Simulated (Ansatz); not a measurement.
Wurtzite ZnO: a single-point calculation in Ansatz 0.2.0 (HSE06). The cell was relaxed with r2SCAN and then strained (isotropic -2.0 % on every length), with the atoms relaxed again with r2SCAN; k points keep the names of the unstrained zone.

```yaml
crystal:
  lattice:
    - [3.1706340496, 0.0, 0.0]
    - [-1.5853170248, 2.745849633, 0.0]
    - [0.0, 0.0, 5.1067327949]
  atoms:
    - { symbol: Zn, position: [0.3333333333, 0.6666666667, -0.0023477533] }
    - { symbol: Zn, position: [0.6666666667, 0.3333333333, 0.4976522467] }
    - { symbol: O, position: [0.3333333333, 0.6666666667, 0.3773477533] }
    - { symbol: O, position: [0.6666666667, 0.3333333333, 0.8773477533] }
kpoints:
  mp_grid: { grid: [6, 6, 4] }
  band_path:
    path:
      - [0.0, 0.0, 0.0]
      - [0.5, 0.0, 0.0]
      - [0.3333333333, 0.3333333333, 0.0]
      - [0.0, 0.0, 0.5]
      - [0.5, 0.0, 0.5]
      - [0.3333333333, 0.3333333333, 0.5]
    npoints: 1
hamiltonian:
  xc: hse06
scf:
  occupations: { method: fixed }
  n_extra_bands: 5
output:
  forces: true
  stress: true
  eigenvalues: true
```

Some lines of the output have been replaced by numbered gaps.
```
Pseudopotential: Zn, paw, valence charge 12, recommended cutoff 420 eV (normal)
Pseudopotential: O, paw, valence charge 6, recommended cutoff 420 eV (normal)
Functional definition: HSE06
Crystal: 4 atoms, lattice volume = 44.460 Å³
[1]
Bands: 23, of which v1, the nominal top of the filled ones, is band 18 counted from 1 (17 counted from 0)
[2]
Exchange kernel: α = 0.2500, screened, ω = 0.2079 Å⁻¹, Wigner–Seitz truncation, v(0) = 1043.9775 eV·Å³, q-mesh 6×6×4
hybrid outer 1: dexx = +2.300e-2 eV, tail = 9.23e-5 eV
hybrid outer 2: dexx = +1.524e-6 eV, tail = 3.95e-8 eV, Δε = 5.22e-3 eV, ΔF = 9.04e-4 eV/Å
Free energy (F): -7773.297047 eV
[3]
--- Forces (eV/Å), atoms counted from 1 ---
  atom   1  Zn      0.00000      0.00000    -0.00726
  atom   2  Zn      0.00000      0.00000    -0.00726
  atom   3  O       0.00000      0.00000      0.00722
  atom   4  O       0.00000      0.00000      0.00722
--- Stress (GPa, compression-positive) ---
       12.284126       0.000000       0.000000
        0.000000      12.284126       0.000000
        0.000000       0.000000      11.876313
  P = ⅓ Tr σ = 12.1482 GPa (121.482 kbar)
--- Band table (eV; the first three rows and the last of 21) ---
[4]
```

The rows of the band table are 0: (0, 0, 0) = Γ, 1: (0, 0, 1/4), 2: (0, 0, -1/2) = A, 20: (1/3, 1/3, -1/2) = H.

Q: What stood in the gaps? They hold the Fermi energy and the band table, cutoff and plane waves at Γ, the symmetry found.

A:
```
[1]
Basis set: ecut = 420 eV, 857 PW (Γ)
[2]
Symmetry: 12 space group operations
Space group: P63mc (ITA 186)
[3]
Fermi energy:    6.964512 eV
[4]
  k-point 0: bands = […, 1.8720, 6.0343, 6.0343, 6.8659, 6.9645, 6.9645, 9.6289, 14.5173, 17.5528, 22.4370, …]
  k-point 1: bands = […, 2.8139, 5.9474, 6.1731, 6.1731, 6.8308, 6.8308, 10.6881, 13.9130, 18.0516, 21.7910, …]
  k-point 2: bands = […, 4.3904, 4.3904, 6.5045, 6.5045, 6.5045, 6.5045, 12.4459, 12.4459, 19.4929, 19.4929, …]
  k-point 20: bands = […, 2.5567, 2.5567, 3.7686, 3.7686, 5.5230, 5.5230, 16.9841, 16.9841, 17.3417, 17.3417, …]
```
Only the leading digits can be foreseen; the rest is this run's record.

The HSE06 gap is direct at Γ: 2.66 eV. At this geometry HSE06 finds +12.1 GPa, compression counted positive: its own equilibrium volume is larger. (The program warns that its thresholds are loose for a hybrid's stress.)

It took 29 s on 1 × NVIDIA H100 80GB HBM3 with 2 threads of AMD EPYC 7R13 Processor (Zen 3), on a shared host, load about 1.8 per core; peak host memory 2.2 GiB.

Spin-unpolarised throughout; all numbers are computed.

The meshes of the hybrids are coarse, so their gaps aren't converged to the digits shown.
